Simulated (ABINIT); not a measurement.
# Ge (Fd-3m) in ABINIT: settings compared

One crystal, Ge, is run at these levels: LDA, PBE; tasks: single point.

Program: ABINIT 10.8.3 (patched build). These are calculated values, not measurements. Logs are shortened: lines on timing, memory, paths and dates and some standing lists are left out, and cuts for length are marked. The log counts tension as positive stress, the text compression.

**What was measured.**

From “Electronic and optical properties of SixGe1-x-ySny alloys lattice-matched to Ge”, 2021, arxiv:2109.02782, for a bulk crystal of Ge at 293 K: band gap 0.666 eV (indirect).

How close the calculation comes is told below.

**1. The structure**

The structure is cubic, space group Fd-3m (No. 227). Conventional cell: a = 5.658 Å, b = 5.658 Å, c = 5.658 Å, α = 90.00°, β = 90.00°, γ = 90.00°. Ge (site symmetry -43m) has 4 Ge at 2.45 Å as nearest neighbours.

**2. Single point, LDA**

File run.abi:

```
# Pseudopotentials
pp_dirpath "./"
pseudos "Ge.hgh"

# Structure
acell 4.0006828887 4.0006828887 4.0006828887 Angstrom
rprim
     0.0000000000     0.7071067812     0.7071067812
     0.7071067812     0.0000000000     0.7071067812
     0.7071067812     0.7071067812     0.0000000000
ntypat 1
znucl 32
natom 2
typat 1 1
xred
     0.7500000000     0.7500000000     0.7500000000
     0.5000000000     0.5000000000     0.5000000000

# Plane-wave basis
ecut 14.0

# k points
kptopt 1
ngkpt 6 6 6
nshiftk 1
shiftk 0.0 0.0 0.0

# Exchange and correlation
ixc 7

# Bands and occupations
nband 8
occopt 3
tsmear 0.00183747

# SCF cycle
nstep 100
tolvrs 1.0e-10

# Output
iomode 3
prtwf 0
prteig 0
prtebands 0
prtvol 2
prtden 1
prtvha 1
prtvclmb 1
prtpot 1
prtelf 1
```

Potentials or basis: HGH LDA.

Run with:

```console
> abinit run.abi > log 2>&1
```

run.abo:

```text
.Version 10.8.3 of ABINIT
 Symmetries : space group Fd -3 m (#227); Bravais cF (face-center cubic)
================================================================================
 Values of the parameters that define the memory need of the present run
     intxc =       0    ionmov =       0      iscf =       7    lmnmax =       6
     lnmax =       6     mgfft =      27  mpssoang =       3    mqgrid =    3001
     natom =       2  nloc_mem =       1    nspden =       1   nspinor =       1
    nsppol =       1      nsym =      48    n1xccc =       0    ntypat =       1
    occopt =       3   xclevel =       1
       mpw =         773          nfft =       19683          nkpt =          16
================================================================================
================================================================================

--------------------------------------------------------------------------------
------------- Echo of variables that govern the present computation ------------
--------------------------------------------------------------------------------
 -outvars: echo values of preprocessed input variables --------
            acell      7.5601949762E+00  7.5601949762E+00  7.5601949762E+00 Bohr
              amu      7.26100000E+01
             ecut      1.40000000E+01 Hartree
              ixc           7
         kptrlatt        6    0    0      0    6    0      0    0    6
          kptrlen      4.53611699E+01
            natom           2
            nband           8
            ngfft          27      27      27
             nkpt          16
            nstep         100
             nsym          48
           ntypat           1
           occopt           3
        prtebands           0
           prteig           0
           prtelf           1
           prtpot           1
         prtvclmb           1
           prtvha           1
           prtvol           2
            prtwf           0
            rprim      0.0000000000E+00  7.0710678120E-01  7.0710678120E-01
                       7.0710678120E-01  0.0000000000E+00  7.0710678120E-01
                       7.0710678120E-01  7.0710678120E-01  0.0000000000E+00
          spgroup         227
           tolvrs      1.00000000E-10
           tsmear      1.83747000E-03 Hartree
            typat      1  1
           xangst      4.2433650000E+00  4.2433650000E+00  4.2433650000E+00
                       2.8289100000E+00  2.8289100000E+00  2.8289100000E+00
            xcart      8.0187977023E+00  8.0187977023E+00  8.0187977023E+00
                       5.3458651349E+00  5.3458651349E+00  5.3458651349E+00
             xred      7.5000000000E-01  7.5000000000E-01  7.5000000000E-01
                       5.0000000000E-01  5.0000000000E-01  5.0000000000E-01
            znucl       32.00000

================================================================================

 chkinp: Checking input parameters for consistency.

================================================================================
== DATASET  1 ==================================================================

--- !DatasetInfo
iteration_state: {dtset: 1, }
dimensions: {natom: 2, nkpt: 16, mband: 8, nsppol: 1, nspinor: 1, nspden: 1, mpw: 773, }
cutoff_energies: {ecut:  14.0, pawecutdg:  -1.0, }
electrons: {nelect:   8.00000000E+00, charge:   0.00000000E+00, occopt:   3.00000000E+00, tsmear:   1.83747000E-03, }
meta: {optdriver: 0, ionmov: 0, optcell: 0, iscf: 7, paral_kgb: 0, }
...

 Exchange-correlation functional for the present dataset will be:
  LDA: Perdew-Wang 92 LSD fit to Ceperley-Alder data - ixc=7
  J.P.Perdew and Y.Wang, PRB 45, 13244 (1992)

 Real(R)+Recip(G) space primitive vectors, cartesian coordinates (Bohr,Bohr^-1):
 R(1)=  0.0000000  5.3458651  5.3458651  G(1)= -0.0935302  0.0935302  0.0935302
 R(2)=  5.3458651  0.0000000  5.3458651  G(2)=  0.0935302 -0.0935302  0.0935302
 R(3)=  5.3458651  5.3458651  0.0000000  G(3)=  0.0935302  0.0935302 -0.0935302
 Unit cell volume ucvol=  3.0555120E+02 bohr^3
 Angles (23,13,12)=  6.00000000E+01  6.00000000E+01  6.00000000E+01 degrees

 getcut: wavevector=  0.0000  0.0000  0.0000  ngfft=  27  27  27
         ecut(hartree)=     14.000   => boxcut(ratio)=   2.04481

--- Pseudopotential description ------------------------------------------------
[... 107 lines left out ...]
  3.18E-16 5.49E-16 1.54E-17 1.52E-17 3.15E-16 5.98E-16 1.02E-13 3.76E-12
   0.5000  0.3333  0.0000    1  4.41282E-15 kpt; spin; max resid(k); each band:
  3.47E-16 9.99E-16 8.87E-17 1.20E-17 5.93E-16 5.64E-16 4.41E-15 2.26E-16
  -0.3333  0.3333  0.0000    1  1.44262E-09 kpt; spin; max resid(k); each band:
  4.31E-16 1.10E-15 7.12E-17 1.02E-17 9.69E-16 1.23E-12 1.44E-09 6.71E-10
   0.5000  0.5000  0.0000    1  5.80740E-12 kpt; spin; max resid(k); each band:
  4.01E-16 3.78E-16 1.15E-17 7.82E-17 4.09E-16 3.86E-16 3.53E-15 5.81E-12
   0.5000  0.3333  0.1667    1  2.47075E-14 kpt; spin; max resid(k); each band:
  3.89E-16 1.05E-15 1.37E-16 9.06E-17 3.29E-16 1.03E-15 1.69E-16 2.47E-14
  -0.3333  0.3333  0.1667    1  5.16375E-14 kpt; spin; max resid(k); each band:
  5.03E-16 1.00E-15 1.98E-16 2.51E-17 9.35E-16 2.79E-16 4.79E-15 5.16E-14
  -0.3333  0.5000  0.1667    1  6.77366E-16 kpt; spin; max resid(k); each band:
  6.77E-16 6.42E-16 4.73E-17 4.45E-17 6.04E-16 5.86E-16 6.26E-16 6.13E-16
 reduced coordinates (array xred) for    2 atoms
       0.750000000000      0.750000000000      0.750000000000
       0.500000000000      0.500000000000      0.500000000000
 rms dE/dt=  0.0000E+00; max dE/dt=  0.0000E+00; dE/dt below (all hartree)
    1       0.000000000000      0.000000000000      0.000000000000
    2       0.000000000000      0.000000000000      0.000000000000

 cartesian coordinates (angstrom) at end:
    1      4.24336500004586     4.24336500004586     4.24336500004586
    2      2.82891000003057     2.82891000003057     2.82891000003057

 cartesian forces (hartree/bohr) at end:
    1     -0.00000000000000    -0.00000000000000    -0.00000000000000
    2     -0.00000000000000    -0.00000000000000    -0.00000000000000
 frms,max,avg= 0.0000000E+00 0.0000000E+00   0.000E+00  0.000E+00  0.000E+00 h/b

 cartesian forces (eV/Angstrom) at end:
    1     -0.00000000000000    -0.00000000000000    -0.00000000000000
    2     -0.00000000000000    -0.00000000000000    -0.00000000000000
 frms,max,avg= 0.0000000E+00 0.0000000E+00   0.000E+00  0.000E+00  0.000E+00 e/A
 length scales=  7.560194976249  7.560194976249  7.560194976249 bohr
              =  4.000682888700  4.000682888700  4.000682888700 angstroms
 Fermi (or HOMO) energy (hartree) =   0.15339   Average Vxc (hartree)=  -0.32037
 Eigenvalues (hartree) for nkpt=  16  k points:
 kpt#   1, nband=  8, wtk=  0.00463, kpt=  0.0000  0.0000  0.0000 (reduced coord)
  -0.31593    0.15089    0.15264    0.15264    0.15264    0.24798    0.24798    0.24798
      occupation numbers for kpt#   1
   2.00000    1.59018    1.19919    1.19919    1.19919    0.00000    0.00000    0.00000
 kpt#   2, nband=  8, wtk=  0.03704, kpt=  0.1667  0.0000  0.0000 (reduced coord)
  -0.30372    0.03513    0.13383    0.13383    0.18692    0.27318    0.27318    0.30459
      occupation numbers for kpt#   2
   2.00000    2.00000    1.99995    1.99995    0.00000    0.00000    0.00000    0.00000
 kpt#   3, nband=  8, wtk=  0.03704, kpt=  0.3333  0.0000  0.0000 (reduced coord)
  -0.26992   -0.07168    0.11053    0.11053    0.16606    0.29240    0.29240    0.40998
      occupation numbers for kpt#   3
   2.00000    2.00000    2.00000    2.00000    0.00202    0.00000    0.00000    0.00000
 kpt#   4, nband=  8, wtk=  0.01852, kpt=  0.5000  0.0000  0.0000 (reduced coord)
  -0.24031   -0.12665    0.10193    0.10193    0.15743    0.29103    0.29103    0.41381
      occupation numbers for kpt#   4
   2.00000    2.00000    2.00000    2.00000    0.19919    0.00000    0.00000    0.00000
 kpt#   5, nband=  8, wtk=  0.02778, kpt=  0.1667  0.1667  0.0000 (reduced coord)
[... 32 lines left out ...]
  -0.17457   -0.17457    0.04113    0.04113    0.17870    0.17870    0.50175    0.50175
      occupation numbers for kpt#  13
   2.00000    2.00000    2.00000    2.00000    0.00000    0.00000    0.00000    0.00000
 kpt#  14, nband=  8, wtk=  0.11111, kpt=  0.5000  0.3333  0.1667 (reduced coord)
  -0.23894   -0.09697    0.01771    0.06374    0.25492    0.26999    0.31202    0.41321
      occupation numbers for kpt#  14
   2.00000    2.00000    2.00000    2.00000    0.00000    0.00000    0.00000    0.00000
 kpt#  15, nband=  8, wtk=  0.11111, kpt= -0.3333  0.3333  0.1667 (reduced coord)
  -0.20747   -0.13714    0.00106    0.04779    0.26361    0.28508    0.37618    0.37678
      occupation numbers for kpt#  15
   2.00000    2.00000    2.00000    2.00000    0.00000    0.00000    0.00000    0.00000
 kpt#  16, nband=  8, wtk=  0.05556, kpt= -0.3333  0.5000  0.1667 (reduced coord)
  -0.17197   -0.17197    0.01652    0.01652    0.25128    0.25128    0.39417    0.39417
      occupation numbers for kpt#  16
   2.00000    2.00000    2.00000    2.00000    0.00000    0.00000    0.00000    0.00000
 Total charge density [el/Bohr^3]
)     Maximum=    7.6000E-02  at reduced coord.    0.5926    0.5926    0.5926
)Next maximum=    7.6000E-02  at reduced coord.    0.2222    0.5926    0.5926
)     Minimum=    2.1609E-04  at reduced coord.    0.5185    0.4815    0.4815
)Next minimum=    2.1609E-04  at reduced coord.    0.4815    0.5185    0.4815
   Integrated=    8.0000E+00

--- !EnergyTerms
iteration_state     : {dtset: 1, }
comment             : Components of total free energy in Hartree
kinetic             :  3.05850004370462E+00
hartree             :  5.85940622291427E-01
xc                  : -2.33505366706328E+00
Ewald energy        : -8.06125543119302E+00
psp_core            :  3.83763239649883E-01
local_psp           : -2.36634669600686E+00
non_local_psp       :  7.45896437223601E-01
internal            : -7.98855545139363E+00
'-kT*entropy'       : -6.62241553003741E-05
total_energy        : -7.98862167554893E+00
total_energy_eV     : -2.17381469986378E+02
band_energy         : -4.35536888893534E-01
...

 Cartesian components of stress tensor (hartree/bohr^3)
  sigma(1 1)=  1.02069711E-04  sigma(3 2)=  0.00000000E+00
  sigma(2 2)=  1.02069711E-04  sigma(3 1)=  0.00000000E+00
  sigma(3 3)=  1.02069711E-04  sigma(2 1)=  0.00000000E+00

-Cartesian components of stress tensor (GPa)         [Pressure= -3.0030E+00 GPa]
- sigma(1 1)=  3.00299457E+00  sigma(3 2)=  0.00000000E+00
- sigma(2 2)=  3.00299457E+00  sigma(3 1)=  0.00000000E+00
- sigma(3 3)=  3.00299457E+00  sigma(2 1)=  0.00000000E+00

== END DATASET(S) ==============================================================
================================================================================

 -outvars: echo values of variables after computation  --------
            acell      7.5601949762E+00  7.5601949762E+00  7.5601949762E+00 Bohr
           etotal     -7.9886216755E+00
            fcart     -0.0000000000E+00 -0.0000000000E+00 -0.0000000000E+00
                      -0.0000000000E+00 -0.0000000000E+00 -0.0000000000E+00
            rprim      0.0000000000E+00  7.0710678120E-01  7.0710678120E-01
                       7.0710678120E-01  0.0000000000E+00  7.0710678120E-01
                       7.0710678120E-01  7.0710678120E-01  0.0000000000E+00
           strten      1.0206971097E-04  1.0206971097E-04  1.0206971097E-04
                       0.0000000000E+00  0.0000000000E+00  0.0000000000E+00
           xangst      4.2433650000E+00  4.2433650000E+00  4.2433650000E+00
                       2.8289100000E+00  2.8289100000E+00  2.8289100000E+00
             xred      7.5000000000E-01  7.5000000000E-01  7.5000000000E-01
                       5.0000000000E-01  5.0000000000E-01  5.0000000000E-01
 Calculation completed.
```

Run time: 6.1 s. Hardware: 1 thread of Intel Xeon at 2.50GHz (Skylake/Cascade Lake), shared host; peak memory 0.06 GiB.

What came out:

* Free energy: -217.3815 eV
* Pressure: -3.0 GPa
* Band gap on the k mesh: none (metal or under the smearing width)
* Valence electrons inside the program's atomic spheres: Ge 1.67, 1.74 (radii [1.0584] Å)

Levels at points of the mesh, in eV from the Fermi level:
```
           k point  band 2  band 3  band 4  band 5  band 6  band 7
(0.00, 0.00, 0.00)   -0.07   -0.02   -0.02   -0.02    2.57    2.57
(0.50, 0.00, 0.00)   -7.62   -1.40   -1.40    0.11    3.75    3.75
(0.50, 0.50, 0.00)   -8.92   -3.05   -3.05    0.69    0.69    9.48
```

Caveat: HGH potentials are hard and often keep d shells in the core, so these values are rough; this crystal is a semiconductor, whose small gap the functional closes, so the metal is an error of the method.

**3. Single point, LDA**

File run.abi:

```
# Pseudopotentials
pp_dirpath "./"
pseudos "Ge.upf"

# Structure
acell 7.5601949712 7.5601949712 7.5601949712
rprim
     0.0000000000     0.7071067812     0.7071067812
     0.7071067812     0.0000000000     0.7071067812
     0.7071067812     0.7071067812     0.0000000000
ntypat 1
znucl 32
natom 2
typat 1 1
xcart
     4.2433650000     4.2433650000     4.2433650000
     2.8289100000     2.8289100000     2.8289100000 Angstrom

# Plane-wave basis
ecut 35.0

# k points
kptopt 1
ngkpt 6 6 6
nshiftk 1
shiftk 0.0 0.0 0.0

# Exchange and correlation
ixc 7

# Bands and occupations
nband 18
occopt 3
tsmear 0.05 eV

# SCF cycle
nstep 100
tolvrs 1.0e-10

# Output
iomode 3
prtwf 0
prtden 0
prteig 0
prtebands 0
enunit 2
```

Potentials or basis: PseudoDojo NC SR LDA v0.4.1 standard.

Run with:

```console
> abinit run.abi > log 2>&1
```

It took 76 s on 1 thread of Intel Xeon at 2.50GHz (Skylake/Cascade Lake), shared host; peak memory 0.08 GiB.

The run converged. Its results:

```
Free energy                                           : -4856.3463 eV
Band gap on the k mesh                                : none (metal or under the smearing width)
Valence electrons inside the program's atomic spheres : Ge 11.58 (radii [1.0584] Å)
```

Levels at points of the mesh, in eV from the Fermi level:
```
           k point  band 10  band 11  band 12  band 13  band 14  band 15  band 16  band 17  band 18
(0.00, 0.00, 0.00)   -24.67   -12.80    -0.17     0.02     0.02     0.02     2.55     2.55     2.55
(0.50, 0.00, 0.00)   -24.64   -10.71    -7.62    -1.38    -1.38     0.07     3.74     3.74     7.01
(0.50, 0.50, 0.00)   -24.63    -8.92    -8.92    -3.05    -3.05     0.69     0.69     9.43     9.43
```

Caveat: the cutoff is too short for stress, so the log's stress isn't used; this crystal is a semiconductor, whose small gap the functional closes, so the metal is an error of the method.

(Part 1 of 2 ends here.)
